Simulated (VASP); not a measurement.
# BP in VASP: one cell, several levels of theory, part 2 of 2

VASP 6.6.1, plane waves, PAW. Earlier steps stand in the parts before.

## Step 3: r2SCAN

Contents of INCAR:

```
ENCUT = 520.000000
SIGMA = 0.010000
EDIFF = 1.00e-07
ALGO = Normal
METAGGA = R2SCAN
PREC = Accurate
IBRION = -1
ISIF = 2
ISMEAR = 0
NBANDS = 11
NELM = 120
NSW = 0
LASPH = .TRUE.
LCHARG = .FALSE.
LWAVE = .FALSE.
LREAL = .FALSE.
```

Contents of KPOINTS:

```
KPOINTS created by Atomic Simulation Environment
0
Gamma
10 10 10
0 0 0
```

Contents of KPOINTS_OPT:

```
special points
7
Reciprocal
0.0000000000 0.0000000000 0.0000000000 1
-0.5000000000 -0.5000000000 0.0000000000 1
-0.3750000000 -0.3750000000 0.2500000000 1
-0.3750000000 0.0000000000 0.3750000000 1
0.0000000000 0.0000000000 0.5000000000 1
-0.5000000000 -0.2500000000 0.2500000000 1
0.0000000000 0.4000000000 0.4000000000 1
```

Contents of POSCAR:

```
B  P
 1.0000000000000000
     0.0000000000000000    2.2118346121000001    2.2683156724000000
     2.2118346121000001    0.0000000000000000    2.2683156724000000
     2.2118346121000001    2.2118346121000001    0.0000000000000000
 B   P
   1   1
Cartesian
  0.0000000000000000  0.0000000000000000  0.0000000000000000
  1.1059173060500000  1.1059173060500000  1.1341578362000000
```

Started as:

```
mpirun -np 1 vasp_std
```

Standard output, without the iteration lines:

```text
POSCAR found type information on POSCAR B P
 POSCAR found :  2 types and       2 ions
 -----------------------------------------------------------------------------
|                                                                             |
|                                                                             |
|     You enforced a specific xc type in the INCAR file but a different       |
|     I HOPE YOU KNOW WHAT YOU ARE DOING!                                     |
|                                                                             |
 -----------------------------------------------------------------------------

 LDA part: xc-table for (None), standard interpolation
 POSCAR, INCAR and KPOINTS ok, starting setup
 FFT: planning ... GRIDC
 FFT: planning ... GRID_SOFT
 FFT: planning ... GRID
 WAVECAR not read
 entering main loop
 Start KPOINTS_OPT (optional k-point list driver)
k-point batch [1-7\7]
```

OSZICAR:

```text
N       E                     dE             d eps       ncg     rms          rms(c)
DAV:   1     0.396976721653E+01    0.39698E+01   -0.41553E+03  2252   0.677E+02
DAV:   2    -0.186392531119E+02   -0.22609E+02   -0.21554E+02  3007   0.114E+02
DAV:   3    -0.192139191782E+02   -0.57467E+00   -0.57305E+00  2877   0.156E+01
DAV:   4    -0.192159197144E+02   -0.20005E-02   -0.20003E-02  2591   0.107E+00
DAV:   5    -0.192159286643E+02   -0.89499E-05   -0.89499E-05  2815   0.715E-02    0.852E+00
DAV:   6    -0.173360042838E+02    0.18799E+01   -0.11384E+00  2620   0.577E+00    0.510E+00
DAV:   7    -0.172760292220E+02    0.59975E-01   -0.25267E-01  2687   0.271E+00    0.149E+00
DAV:   8    -0.172727109696E+02    0.33183E-02   -0.17701E-02  2723   0.101E+00    0.179E-01
DAV:   9    -0.172730112995E+02   -0.30033E-03   -0.89403E-04  2672   0.213E-01    0.741E-02
DAV:  10    -0.172730821882E+02   -0.70889E-04   -0.87008E-05  2513   0.674E-02    0.225E-02
DAV:  11    -0.172730817225E+02    0.46568E-06   -0.10068E-05  2754   0.198E-02    0.150E-02
DAV:  12    -0.172730823927E+02   -0.67018E-06   -0.56029E-07  2677   0.534E-03    0.198E-03
DAV:  13    -0.172730825377E+02   -0.14494E-06   -0.15956E-07  1434   0.213E-03    0.174E-03
DAV:  14    -0.172730825208E+02    0.16906E-07   -0.85016E-09  1335   0.676E-04
   1 F= -.17273083E+02 E0= -.17273083E+02  d E =-.252449E-12
       N       E                     dE             ncg
DAV:   1     0.141321750769E+04   -0.19594E+04      154
DAV:   2     0.124834385120E+04   -0.16487E+03      194
DAV:   3     0.124446506689E+04   -0.38788E+01      206
DAV:   4     0.124445162625E+04   -0.13441E-01      192
DAV:   5     0.124445156800E+04   -0.58246E-04      192
DAV:   6     0.124445156761E+04   -0.38996E-06      189
DAV:   7     0.124445156761E+04   -0.29272E-08      206
```

From OUTCAR:

```text
k-points           NKPTS =    102   k-points in BZ     NKDIM =    102   number of bands    NBANDS=     11

   NELECT =       8.0000    total number of electrons

   dimension x,y,z NGX =    24 NGY =   24 NGZ =   24
   dimension x,y,z NGXF=    48 NGYF=   48 NGZF=   48

  energy-cutoff  :      520.00
  volume of cell :       22.19
      direct lattice vectors                 reciprocal lattice vectors
     0.000000000  2.211834612  2.268315672    -0.226056685  0.226056685  0.220427873
     2.211834612  0.000000000  2.268315672     0.226056685 -0.226056685  0.220427873
     2.211834612  2.211834612  0.000000000     0.226056685  0.226056685 -0.220427873

 k-points in reciprocal lattice and weights: KPOINTS created by Atomic Simulation Env
   0.00000000  0.00000000  0.00000000       0.001
   0.10000000  0.00000000  0.00000000       0.008
   0.20000000  0.00000000  0.00000000       0.008
   0.30000000  0.00000000  0.00000000       0.008
   0.40000000  0.00000000  0.00000000       0.008
   0.50000000  0.00000000  0.00000000       0.004
   0.10000000  0.10000000  0.00000000       0.002
   0.20000000  0.10000000  0.00000000       0.008
[... 94 more k-points ...]

 E-fermi :   8.1473

 k-point     1 :       0.0000    0.0000    0.0000
  band No.  band energies     occupation
      1      -8.7292      2.00000
      2       7.8274      2.00000
      3       8.1054      2.00000
      4       8.1054      2.00000
      5      11.6893      0.00000
      6      11.6893      0.00000
      7      11.8404      0.00000
      8      16.8461      0.00000
      9      20.4246      0.00000
     10      20.8270      0.00000
     11      21.1714      0.00000

 k-point     2 :       0.1000    0.0000    0.0000
  band No.  band energies     occupation
      1      -8.5317      2.00000
      2       6.5934      2.00000
      3       7.5951      2.00000
      4       7.7900      2.00000
      5      12.1375      0.00000
      6      12.1497      0.00000
      7      12.3766      0.00000
      8      17.3323      0.00000
      9      19.7839      0.00000
     10      20.4027      0.00000
     11      21.4442      0.00000

 k-point     3 :       0.2000    0.0000    0.0000
  band No.  band energies     occupation
      1      -7.9463      2.00000
      2       4.0597      2.00000
      3       6.9466      2.00000
      4       7.2001      2.00000
      5      12.5343      0.00000
      6      12.9786      0.00000
      7      13.0565      0.00000
      8      18.4181      0.00000
      9      19.3104      0.00000
     10      19.6578      0.00000
     11      22.3347      0.00000

 k-point     4 :       0.3000    0.0000    0.0000
  band No.  band energies     occupation
      1      -7.0026      2.00000
      2       1.4874      2.00000
      3       6.3819      2.00000
      4       6.6917      2.00000
      5      12.5001      0.00000
      6      13.3053      0.00000
      7      13.3772      0.00000
      8      19.1745      0.00000
      9      20.1707      0.00000
     10      20.1921      0.00000
     11      22.6798      0.00000

 k-point     5 :       0.4000    0.0000    0.0000
  band No.  band energies     occupation
      1      -5.8148      2.00000
      2      -0.7354      2.00000
      3       6.0221      2.00000
      4       6.3735      2.00000
      5      12.3734      0.00000
      6      13.1846      0.00000
      7      13.3027      0.00000
      8      19.2159      0.00000
      9      22.0003      0.00000
     10      22.1944      0.00000
     11      23.7343      0.00000

 k-point     6 :       0.5000    0.0000    0.0000
  band No.  band energies     occupation
      1      -5.0293      2.00000
      2      -1.8734      2.00000
      3       5.9002      2.00000
      4       6.2668      2.00000
      5      12.3130      0.00000
      6      13.1027      0.00000
      7      13.2156      0.00000
      8      19.1375      0.00000
      9      23.6733      0.00000
     10      23.8841      0.00000
     11      24.5884      0.00000

 k-point     7 :       0.1000    0.1000    0.0000
  band No.  band energies     occupation
      1      -8.4744      2.00000
      2       7.0089      2.00000
      3       7.1790      2.00000
      4       7.1790      2.00000
      5      11.4149      0.00000
      6      12.9316      0.00000
      7      12.9316      0.00000
      8      17.0278      0.00000
      9      18.9105      0.00000
     10      21.4467      0.00000
     11      21.6319      0.00000

 k-point     8 :       0.2000    0.1000    0.0000
  band No.  band energies     occupation
      1      -8.0260      2.00000
      2       4.9531      2.00000
      3       6.5036      2.00000
      4       6.8216      2.00000
      5      11.6327      0.00000
      6      13.6560      0.00000
      7      13.9564      0.00000
      8      16.4291      0.00000
      9      19.4968      0.00000
     10      21.1900      0.00000
     11      22.7259      0.00000

 k-point     9 :       0.3000    0.1000    0.0000
  band No.  band energies     occupation
      1      -7.2058      2.00000
      2       2.4431      2.00000
      3       6.0214      2.00000
      4       6.1362      2.00000
      5      12.1617      0.00000
      6      13.7713      0.00000
      7      14.5099      0.00000
      8      16.6315      0.00000
      9      20.7124      0.00000
     10      21.4014      0.00000
     11      23.2018      0.00000

 k-point    10 :       0.4000    0.1000    0.0000
  band No.  band energies     occupation
      1      -6.0820      2.00000
      2       0.1030      2.00000
      3       5.4804      2.00000
      4       5.8102      2.00000
      5      12.3082      0.00000
      6      13.6542      0.00000
      7      14.3593      0.00000
      8      18.0594      0.00000
      9      21.2745      0.00000
     10      22.8312      0.00000
     11      23.9245      0.00000

 k-point    11 :       0.5000    0.1000    0.0000
  band No.  band energies     occupation
      1      -4.9993      2.00000
      2      -1.5607      2.00000
      3       5.0129      2.00000
      4       5.8784      2.00000
      5      12.4223      0.00000
      6      13.5632      0.00000
      7      13.9750      0.00000
      8      19.3748      0.00000
      9      21.9632      0.00000
     10      23.6924      0.00000
     11      24.7158      0.00000

[... the tables of k-points 12 to 102 left out ...]

  Total        1.5830461      1.5830461      0.4913460      0.0000000      0.0000000      0.0000000
  in kB      114.2787160    114.2787160     35.4698382      0.0000000      0.0000000      0.0000000
  external PRESSURE =      88.0090901 kB  Pullay stress =       0.0000000 kB

 POSITION                                       TOTAL-FORCE (eV/Angst)
 -----------------------------------------------------------------------------------
      0.00000      0.00000      0.00000         0.000000      0.000000      0.000000
      1.10592      1.10592      1.13416         0.000000      0.000000     -0.000000
 -----------------------------------------------------------------------------------
    total drift:                                0.000000      0.000000      0.000000

  FREE ENERGIE OF THE ION-ELECTRON SYSTEM (eV)
  ---------------------------------------------------
  free  energy   TOTEN  =       -17.2730825208 eV

  energy  without entropy=      -17.2730825207  energy(sigma->0) =      -17.27308252
```

It took 26 s on 1 MPI rank of Intel Xeon 6975P-C, shared host; peak memory 0.15 GiB.

The levels at the points of KPOINTS_OPT are read from vasprun.xml.

Levels at the named points, in eV from the top of band v (v: the last filled band by count, c: the next):

```csv
point,v−1,v,c,c+1
Γ,0.00,0.00,3.58,3.58
X,-4.44,-4.44,1.54,2.04
U,-6.94,-3.76,2.50,6.83
K,-6.92,-4.06,2.15,6.31
L,-2.21,-1.84,4.21,5.00
W,-6.31,-6.14,5.81,7.34
```

The r2SCAN gap is 1.17 eV and indirect (Γ to (0.40, 0.00, 0.40)), with 3.58 eV as the least direct one. The pressure is 8.80 GPa; the forces vanish within 0.01 eV/Å.

## Step 4: Results

What follows sums up all 2 parts.

| level | gap (eV) | pressure (GPa) |
| --- | --- | --- |
| PBE | 0.97 | 10.24 |
| r2SCAN | 1.17 | 8.80 |

What this shows: The gap spans 0.97 eV (PBE) to 1.17 eV (r2SCAN). The pressure is highest with PBE (10.2 GPa) and lowest with r2SCAN (8.8 GPa), which orders the cells that they would relax to.
